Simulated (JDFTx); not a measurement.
The system is Pd.

```xyz
1
Lattice="-1.5723 1.5723 1.5723 1.5723 -1.5723 1.5723 1.5723 1.5723 -1.5723" Properties=species:S:1:pos:R:3 pbc="T T T"
Pd    0.0000    0.0000    0.0000
```

This isn't the form of Pd at room conditions, which is fcc.

```yaml
Program: JDFTx 1.7.0 (patched build)
Task: relaxation of cell and atoms
Functional: TPSS
Potentials_or_basis: SG15-PBE-1.2 with smoothed tails
Cutoff: 1088 eV
Density_cutoff: 4354 eV
k_mesh: 6 × 6 × 6
Occupations: fermi-dirac, width 0.05 eV
Spin: no spin polarisation
```

At the start: pressure -7.4 GPa; volume 15.55 Å³/atom.

Where does the relaxation end?

Over 5 steps the energy falls by 16.0 meV/atom and the volume is 14.89 Å³/atom (-4.2 %); space group Im-3m (No. 229, to 0.05 Å).

The path:
```csv
step,energy change (eV),largest force (eV/Å),pressure (GPa),volume (Å³)
1,0.0000,0.0000,-7.42,15.55
2,-0.0068,0.0000,-5.77,15.38
3,-0.0160,0.0000,0.31,14.86
4,-0.0160,0.0000,0.01,14.89
5,-0.0160,0.0000,0.00,14.89
```

Final structure:
```yaml
crystal:
  lattice:
    - [-1.54975, 1.54975, 1.54975]
    - [1.54975, -1.54975, 1.54975]
    - [1.54975, 1.54975, -1.54975]
  atoms:
    - { symbol: Pd, position: [0.00000, 0.00000, 0.00000] }
```

Caveat: the k mesh is coarse (spacing up to 0.47 Å⁻¹), so the values aren't converged; meta-GGA forces are noisy on this grid; the potentials were made for another functional, which shifts forces and pressure.
